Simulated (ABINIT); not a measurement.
Something may be wrong with this ABINIT 10.8.3 (patched build) calculation of TiTe2.

run.abi

```
# Pseudopotentials
pp_dirpath "./"
pseudos "Te.GGA_PBE-JTH.xml, Ti.GGA_PBE-JTH.xml"

# Structure
acell 7.1374955727 7.1374955727 12.2794403578
rprim
     1.0000000000     0.0000000000     0.0000000000
    -0.5000000000     0.8660254038     0.0000000000
     0.0000000000     0.0000000000     1.0000000000
ntypat 2
znucl 52 22
natom 3
typat 1 1 2
xred
     0.3333333333     0.6666666667     0.7372000000
     0.6666666667     0.3333333333     0.2628000000
     0.0000000000     0.0000000000     0.0000000000

# Plane-wave basis
pawecutdg 36.0
pawxcdev 0

# k points
kptopt 1
ngkpt 8 8 4
nshiftk 1
shiftk 0.0 0.0 0.0

# Exchange and correlation
ixc 11

# Bands and occupations
nband 16
occopt 3
tsmear 0.00183747

# SCF cycle
nstep 100
tolvrs 1.0e-9

# Output
iomode 3
prtwf 0
prtden 0
prteig 0
prtebands 0
enunit 2

# Other
ecutt 18.0
```

Potentials or basis: JTH PAW PBE v2.0.

Launch:

```sh
$ abinit run.abi > log 2>&1
```

run.abo:

```text
.Version 10.8.3 of ABINIT
 Symmetries : space group P-3 m 1 (#164); Bravais hP (primitive hexag.)
================================================================================
 Values of the parameters that define the memory need of the present run
     intxc =       0    ionmov =       0      iscf =      17    lmnmax =      18
     lnmax =       6     mgfft =      36  mpssoang =       3    mqgrid =    3317
     natom =       3  nloc_mem =       2    nspden =       1   nspinor =       1
    nsppol =       1      nsym =      12    n1xccc =       1    ntypat =       2
    occopt =       3   xclevel =       2
       mpw =         837          nfft =       20736          nkpt =          35
[... 48 lines left out ...]
            znucl       52.00000   22.00000

================================================================================

 chkinp: Checking input parameters for consistency.

--- !ERROR
message: |
    Found token: `ECUTT` in the input file.
    This name is not one of the registered input variable names (see
    Action: check your input file. Perhaps you mistyped the input variable,
    or specified "img", although this was not permitted for this input variable.
...
```

Problem. How did it end, and where is the flaw?

Solution. The program refused the input. The input holds a flaw that was put in on purpose: misspelt keyword (ecutt = 18).
